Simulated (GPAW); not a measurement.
Here is a GPAW 26.7.0 calculation.

Contents of run.py:

```python
import numpy as np
from ase import Atoms
from ase.dft.bandgap import bandgap
from ase.io import write
from gpaw import GPAW, PW, setup_paths
from gpaw.response.df import DielectricFunction

setup_paths.insert(0, '.')

atoms = Atoms(['N', 'B'],
              cell=[[0.0, 1.813001, 1.813001],
                    [1.813001, 0.0, 1.813001],
                    [1.813001, 1.813001, 0.0]],
              scaled_positions=[[0.25, 0.25, 0.25],
                                [0.0, 0.0, 0.0]],
              pbc=True)

calc = GPAW(mode=PW(600),
            xc='AM05',
            kpts={'size': (10, 10, 10), 'gamma': True},
            occupations={'name': 'fermi-dirac', 'width': 0.001},
            nbands=11,
            convergence={'density': 1e-06},
            maxiter=150,
            txt='gpaw.txt')
atoms.calc = calc
energy = atoms.get_potential_energy()
calc.write('gs.gpw')
write('result.traj', atoms)
print(f'Energy: {energy:.6f} eV')
print('Fermi level:', round(calc.get_fermi_level(), 4), 'eV')
print(f'Gap: {bandgap(calc)[0]:.4f} eV, direct: {bandgap(calc, direct=True)[0]:.4f} eV')

for size in [(32, 32, 32)]:
    name = 'x'.join(str(n) for n in size)
    dense = calc.fixed_density(kpts={'size': size, 'gamma': True},
                               nbands=30, convergence={'bands': 24, 'eigenstates': 1e-7},
                               update_fermi_level=True, txt=f'dense-{name}.txt')
    dense.write(f'{name}.gpw', mode='all')
    df = DielectricFunction(f'{name}.gpw', frequencies=np.array([0.0]), hilbert=False, eta=0.001,
                            ecut=80, nbands=24, intraband=False, txt=f'df-{name}.txt')
    for xc in ['RPA']:
        for direction in ['x', 'y', 'z', [0, 1, 1], [1, 0, 1], [1, 1, 0]]:
            e0, e = df.get_macroscopic_dielectric_constant(xc=xc, direction=direction)
            print(f'{name} {xc} {direction}: {e0:.4f} without, {e:.4f} with local fields')
```

Potentials or basis: PAW data sets generated in the run's folder for this functional, pw.

Run with:

```sh
$ gpaw-setup -f AM05 B N
$ OMP_NUM_THREADS=1 python run.py
```

(1) Predict the electronic dielectric tensor (diagonal).

(2) What does it give for the band gap on the k mesh?

## Answers

(1) 4.58.

(2) 4.28 eV, indirect (least direct gap 8.71 eV).

Caveat: the long-wavelength limit can be off by a per cent or two.

**Experimental background.**

A printed reference work, monograph reports, for a bulk crystal of BN at 300 K: band gap 6.4 eV (indirect).

Measured gap of BN: 6.4 eV (indirect; 300 K; a printed reference work, monograph). This calculation gives 4.28 eV (-2.12 eV). The value is that of AM05 on a finite k mesh, which can miss the band edges, without temperature or zero-point motion. Semilocal functionals fall short of measured gaps as a rule. The cell is a database's relaxed one, not the measured one, which moves gaps too.
